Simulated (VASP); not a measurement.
A run of VASP 6.6.1 is set up as follows.

File POSCAR:

```
LiCl
1.0
    0.0000000000      2.7330425439      2.7330425439
    2.7330425439      0.0000000000      2.7330425439
    2.7330425439      2.7330425439      0.0000000000
Li Cl
1 1
Direct
    0.0000000000      0.0000000000      0.0000000000
    0.2500000000      0.2500000000      0.2500000000
```

File INCAR.step1:

```
SYSTEM = LiCl
PREC = Accurate
ENCUT = 520
EDIFF = 1E-5
ISMEAR = 0
SIGMA = 0.01
LREAL = .FALSE.
LASPH = .TRUE.
NELM = 80
ALGO = Normal
ISIF = 2
LWAVE = .TRUE.
GGA = PE
NBANDS = 12
```

Contents of INCAR.step2:

```
SYSTEM = LiCl
PREC = Accurate
ENCUT = 520
EDIFF = 1E-7
ISMEAR = 0
SIGMA = 0.01
LREAL = .FALSE.
LASPH = .TRUE.
NELM = 80
ALGO = Normal
ISIF = 2
LWAVE = .FALSE.
LCHARG = .TRUE.
GGA = PE
LHFCALC = .TRUE.
HFSCREEN = 0.2079
PRECFOCK = Normal
LELF = .TRUE.
LVHAR = .TRUE.
ISTART = 1
NBANDS = 12
```

File KPOINTS:

```
Automatic mesh
0
G
  4 4 4
  0 0 0
```

Potentials or basis: VASP PAW PBE potentials, release 64 (Li_sv, Cl).

Command:

```sh
$ cat potpaw_PBE.64/Li_sv/POTCAR potpaw_PBE.64/Cl/POTCAR > POTCAR
$ cp INCAR.step1 INCAR
$ mpirun -np 1 vasp_std > vasp.out
$ cp INCAR.step2 INCAR
$ mpirun -np 1 vasp_std > vasp.out
```

Task: What does it give for the band gap on the k mesh?

Result: 7.39 eV, direct.

Caveat: the k mesh is coarse (spacing up to 0.50 Å⁻¹), so the values aren't converged, least of all with exact exchange.
